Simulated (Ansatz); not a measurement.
# C in Ansatz: notebook

Aim: see how the results for C move with the level of theory and the settings. Levels: PBE, LDA. Tasks: single point.

All numbers are computed with Ansatz 0.2.0; they aren't measurements. Logs are shortened: lines on timing, memory, paths and dates and some standing lists are left out, and cuts for length are marked.

### Step 1. The slab as given

The cell holds a slab with vacuum, 4 atoms: a = 2.456 Å, b = 2.456 Å, c = 23.524 Å, α = 90.00°, β = 90.00°, γ = 120.00°.

### Step 2. Single point, PBE

Contents of input.yaml:

```yaml
crystal:
  lattice:
    - [2.4561701622, 0.0, 0.0]
    - [-1.2280850811, 2.1271057565, 0.0]
    - [0.0, 0.0, 23.52380336]
  atoms:
    - { symbol: C, position: [0.33333333, 0.66666666, 0.3188259945] }
    - { symbol: C, position: [0.66666667, 0.33333334, 0.3188259945] }
    - { symbol: C, position: [0.33333333, 0.66666666, 0.6811740055] }
    - { symbol: C, position: [0.66666667, 0.33333334, 0.6811740055] }
kpoints:
  mp_grid: { grid: [12, 12, 1] }
scf:
  occupations: { method: fermi_dirac, width: 0.05 }
hamiltonian:
  xc: pbe
  pseudopotentials: { kind: all_electron, lapw: { basis_error: 0.002 } }
output:
  forces: true
  stress: true
  eigenvalues: true
```

Potentials or basis: all-electron LAPW, scalar-relativistic.

The run is started by

```bash
$ ansatz run input.yaml --threads 4 --pin off --max-ram 14336MiB --backend cpu --events-out ev --progress --plain --runs-dir out
```

The log of the run:

```text
Warning: RAYON_NUM_THREADS=4 ignored (pool sized by the plan → 4); use --threads N
LAPW: plane waves up to 11.249 Å⁻¹, error target 2.0e-3 eV per atom; small_component_spin mean_spin; C in spheres of 0.709 Å, 6 of its electrons in bands, Dirac shells [] (how accurate: hamiltonian.pseudopotentials.lapw.basis_error, Limitations)
Engine: ansatz 0.2.0, x86_64-unknown-linux-gnu
Pseudopotentials: kind: all_electron
Pseudopotential: C, LAPW, valence charge 6, lapw/all_electron/scalar/gaussian/C, Koelling and Harmon's equation, gaussian nucleus
Functional definition: PBE
  parameter kappa = 0.804
  parameter beta = 0.06672455060314922
  exchange = pbe_x(kappa = kappa, mu = beta*pi^2/3)
  correlation = pbe_c(beta = beta)
Crystal: 4 atoms, lattice volume = 122.901 Å³
Basis set: ecut = 482.1173616536894 eV, 3019 PW (Γ), exchange–correlation at level 2
Bands: 16, of which v1, the nominal top of the filled ones, is band 12 counted from 1 (11 counted from 0)
Symmetry: 24 space group operations
Space group: P6/mmm (ITA 191), of the structure as read, at distance tolerance 5.0e-5 Å
k-points: 19 of 144
Non-local potential: C, projectors of the file, none
Initial density: superposition of atomic densities (neutral atoms: chi_scale 0, normalization atom)
Initial wavefunctions: plane waves of lowest kinetic energy (no species holds an atomic orbital)
Functional: x = pbe(κ = 0.804, μ = 0.2195149727645171), c = pbe(β = 0.06672455060314922)
iter 1 solved again at ethr=2.21e-2 eV; its pass at ethr=1.00e-1 eV (dr2=5.31e0 eV) is discarded
SCF iter   1: F=—  HF=-4150.010637 eV  |F-HF|=—  |Δ(HF+E_count)|=         —  Δρ=6.85e-2  dr2=5.35e0  ethr=2.21e-2  ⟨swp⟩=2.8  Hψ=2080  notcnv=0
preconditioner: auto → LDOS  [metal: Δε(μ)=0.000 eV  Ē_g=16.468 eV  σ=0.050 eV  W_gap=0.00  n_scr=14 (ndim 8)  ℏωp=13.4 eV  f_vac=0.665  D(μ)=0.56/eV (n_scr^D=6)  β→1.0]
iter 2 solved again at ethr=4.14e-4 eV; its pass at ethr=2.21e-2 eV (dr2=9.95e-2 eV) is discarded
SCF iter   2: F=—  HF=-4147.439922 eV  |F-HF|=—  |Δ(HF+E_count)|=    2.57e0  Δρ=1.49e-2  dr2=9.88e-2  ethr=4.14e-4  ⟨swp⟩=3.5  Hψ=1750  notcnv=0  defer=11
SCF iter   3: F=—  HF=-4147.457065 eV  |F-HF|=—  |Δ(HF+E_count)|=         —  Δρ=1.65e-3  dr2=2.46e-3  ethr=4.12e-4  ⟨swp⟩=3.8  Hψ=1006  notcnv=0  defer=2
the basis was enlarged: its passes take 104.2 KiB over the memory plan, 4 of 4 planned eigensolver slots
SCF iter   4: F=—  HF=-4147.457380 eV  |F-HF|=—  |Δ(HF+E_count)|=   3.15e-4  Δρ=1.61e-4  dr2=1.12e-5  ethr=1.03e-5  ⟨swp⟩=3.1  Hψ=927  notcnv=0  defer=2
SCF iter   5: F=—  HF=-4147.457399 eV  |F-HF|=—  |Δ(HF+E_count)|=   1.93e-5  Δρ=1.74e-5  dr2=1.66e-7  ethr=4.68e-8  ⟨swp⟩=3.0  Hψ=865  notcnv=0
SCF iter   6: F=-4147.457400 eV  HF=-4147.457400 eV  |F-HF|=4.15e-9  |Δ(HF+E_count)|=   3.76e-7  Δρ=1.88e-6  dr2=5.30e-9  ethr=6.92e-10  ⟨swp⟩=3.7  Hψ=930  notcnv=0
SCF 1 converged in 6 iterations: F = -4147.457400 eV  dr2 = 5.30e-9
SCF converged after 6 iterations
Free energy (F): -4147.457400 eV
Harris-Foulkes:  -4147.457400 eV  (|F-HF|=4.15e-9)
Internal energy: -4147.453549 eV  (E = F + TS)
E sigma→0 (E₀):  -4147.455474 eV
Entropy (-TS):   -0.003851 eV (-0.963 meV/atom)
Fermi energy:    -0.924872 eV
--- Per-component energies (eV) ---
  E_band       = -2296.568086
  E_kinetic    = 4135.192504
  E_xc         = -588.868535
  E_electrostatic = -7693.777519  (all electrons and nuclei)
  E_smearing   = -0.003851  (= −TS)
  E_closure    = 0.000000  (closes the sum)
  E_atoms      = -4110.531295  (free atoms, spherical and without spin; not in F)
  Σ components = -4147.457400   (vs F -4147.457400, Δ=0.00e0)
  Basis errors (estimates in eV, not in F): energy 1.4e-3 per atom: plane waves 1.3e-3 (8.6e-4 summed), levels above the bands 8.0e-45, relativity 1.8e-8, radial functions 7.1e-5, core shells 0.0e0; eigenvalues (radial functions only) 3.6e-6; not estimated: angular momenta, meshes, grids; target (lapw.basis_error) 2.0e-3; muffin-tin radii C 0.709 Å
--- Forces (eV/Å), atoms counted from 1 ---
  atom   1  C      0.00000000    -0.00000000    -0.00000428
  atom   2  C      0.00000000     0.00000000    -0.00000428
  atom   3  C      0.00000000    -0.00000000     0.00000428
  atom   4  C     -0.00000000     0.00000000     0.00000428
  max |Σ_I F_I| component: 2.96e-16 eV/Å
--- Stress (GPa, compression-positive) ---
        1.495595       0.000000       0.000000
        0.000000       1.495595       0.000000
        0.000000       0.000000      -0.003858
  P = ⅓ Tr σ = 0.9958 GPa (9.958 kbar)
--- Band table (eV; the first three rows and the last of 19) ---
  k-point 0: bands = ["-266.8458", "-266.8458", "-266.8190", "-266.8190", "-20.5434", "-20.5434", "-8.6239", "-8.6237", "-3.9763", "-3.9763", "-3.9763", "-3.9763", "2.1311", "2.4646", "2.9384", "3.7245"]
  k-point 1: bands = ["-266.8454", "-266.8454", "-266.8194", "-266.8194", "-20.3783", "-20.3783", "-8.4262", "-8.4260", "-4.6295", "-4.6294", "-4.3184", "-4.3184", "2.3561", "2.6882", "3.1657", "3.9478"]
  k-point 2: bands = ["-266.8442", "-266.8442", "-266.8205", "-266.8205", "-19.8850", "-19.8850", "-7.8382", "-7.8380", "-6.2749", "-6.2749", "-5.1191", "-5.1191", "3.0312", "3.3588", "3.8466", "4.6157"]
  k-point 18: bands = ["-266.8324", "-266.8324", "-266.8324", "-266.8324", "-13.5655", "-13.5655", "-13.5655", "-13.5655", "-11.5782", "-11.5782", "-0.9249", "-0.9249", "-0.9248", "-0.9248", "9.6936", "9.7108"]
```

Wall time 24 s (4 threads of Intel Xeon at 2.50GHz (Skylake/Cascade Lake), shared host); peak memory 0.64 GiB.

Results:

| Item | Value |
| --- | --- |
| Free energy | -4147.4574 eV |
| Band gap on the k mesh | none (metal or under the smearing width) |
| Work function | 4.21 eV |

### Step 3. Single point, LDA

Changes to input.yaml since step 2:

```diff
@@ -15,3 +15,3 @@
 hamiltonian:
-  xc: pbe
+  xc: lda
   pseudopotentials: { kind: all_electron, lapw: { basis_error: 0.002 } }
```

Potentials or basis: all-electron LAPW, scalar-relativistic.

The run is started by

```bash
$ ansatz run input.yaml --threads 4 --pin off --max-ram 14336MiB --backend cpu --events-out ev --progress --plain --runs-dir out
```

Run time: 26 s. Hardware: 4 threads of Intel Xeon at 2.50GHz (Skylake/Cascade Lake), shared host; peak memory 0.63 GiB.

The run converged. Its results:

| Quantity | Value |
| --- | --- |
| Free energy | -4115.6664 eV |
| Band gap on the k mesh | none (metal or under the smearing width) |
| Work function | 4.52 eV |

Stress tensor (GPa, compression positive):
```
-1.66  0.00  0.00
 0.00 -1.66  0.00
 0.00  0.00  0.00
```

Levels at points of the mesh, in eV from the Fermi level:
```csv
k point,band 8,band 9,band 10,band 11,band 12,band 13,band 14,band 15,band 16
"(0.00, 0.00, 0.00)",-7.72,-3.04,-3.04,-3.04,-3.04,3.24,3.53,4.18,4.89
"(0.00, -0.50, 0.00)",-13.23,-6.44,-6.44,-2.38,-2.38,1.63,1.64,7.56,7.56
```
